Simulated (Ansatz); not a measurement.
# Cu: energy along a strain

Cu, I4/mmm, a = 2.890 Å, c = 2.720 Å. This isn't the element's structure at ambient conditions. Ansatz: PBEsol, PAW, 420 eV, Γ-centred 30×30×30 mesh on 1 atom, Gaussian smearing 0.15 eV; no spin polarisation. Cell vectors (Å): -1.445 1.445 1.360; 1.445 -1.445 1.360; 1.445 1.445 -1.360. The cell is strained by x per cent times the pattern (0 0 0 0 0 1) in the order xx yy zz yz xz xy (engineering shears), with fractional coordinates held. y is the free energy over the start, V0 = 11.360 Å³/atom. Symmetry makes y even in x.

```
x (%) y (meV/atom)
-4.00          6.94
-2.00          1.73
 0.00          0.00
 0.50          0.11
 1.00             ?
 1.50          0.97
 2.50          2.70
 3.00          3.89
 3.50          5.31
```

Question: Fit y = c2 x² + c4 x⁴ to the other rows, get the stiffness along the pattern, and predict the missing energy.

Answer: Least squares on the rows shown. y = 0.4311 x² + 0.0001696 x⁴. The clamped-ion stiffness p·C·p = 2 × 4.311 eV × 160.2 / 11.360 Å³ = 122 GPa, which is C66 in these axes. At x = 1.00 the fit asked for gives 0.43 meV/atom. The run gave 0.43 meV/atom, the same to the digits shown.